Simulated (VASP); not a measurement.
# Nb: relaxation of cell and atoms with PBE+D3(BJ)

The system is Nb.

```
CELL_PARAMETERS angstrom
0.00000 2.08008 2.08008
2.08008 0.00000 2.08008
2.08008 2.08008 0.00000
ATOMIC_POSITIONS crystal
Nb 0.00000 0.00000 0.00000
```

This isn't the form of Nb at room conditions, which is bcc.

| Item | Value |
| --- | --- |
| Program | VASP 6.6.1 |
| Task | relaxation of cell and atoms |
| Functional | PBE |
| Dispersion | D3(BJ) |
| Potentials or basis | VASP PAW PBE potentials, release 64 (Nb_sv) |
| Cutoff | 600 eV |
| k mesh | 18 × 18 × 18 |
| Occupations | gaussian, width 0.1 eV |
| Spin | no spin polarisation |
| Further INCAR settings | ALGO = Normal; EDIFF = 1e-07; IBRION = 2; EDIFFG = -0.005; NSW = 90; ISIF = 3 |

```json
{
  "Relaxed volume": "18.02 Å³/atom",
  "Relaxed cell": "a = 2.943 Å, b = 2.943 Å, c = 2.943 Å, α = 60.00°, β = 60.00°, γ = 60.00°",
  "Space group after relaxing (to 0.05 Å)": "Fm-3m (No. 225)",
  "Energy gained by relaxing": "0.0 meV/atom",
  "Ionic steps": "3",
  "Pressure after relaxing": "0.0 GPa",
  "Band gap on the k mesh": "none (metal or under the smearing width)",
  "Dispersion energy per atom": "-0.736 eV"
}
```

Final structure:
```xyz
1
Lattice="0.0000 2.0807 2.0807 2.0807 0.0000 2.0807 2.0807 2.0807 0.0000" Properties=species:S:1:pos:R:3 pbc="T T T"
Nb    0.0000    0.0000    0.0000
```

Levels at points of the mesh, in eV from the Fermi level:
| k point | band 3 | band 4 | band 5 | band 6 | band 7 | band 8 | band 9 | band 10 |
| --- | --- | --- | --- | --- | --- | --- | --- | --- |
| (0.00, 0.00, 0.00) | -30.07 | -30.07 | -6.33 | 0.07 | 0.07 | 0.07 | 2.81 | 2.81 |
| (0.50, 0.00, 0.00) | -30.24 | -30.24 | -4.00 | -0.13 | -0.13 | 1.51 | 4.89 | 4.89 |
| (0.50, 0.50, 0.00) | -30.55 | -30.55 | -4.29 | -3.53 | 3.83 | 4.88 | 5.49 | 5.49 |

Run time: 74 s on 1 thread of Intel(R) Xeon(R) Platinum 8259CL CPU @ 2.50GHz (Skylake/Cascade Lake), on a shared host, peak memory 0.19 GiB.

Caveat: pairwise dispersion overbinds metals, which lowers pressure and volume.
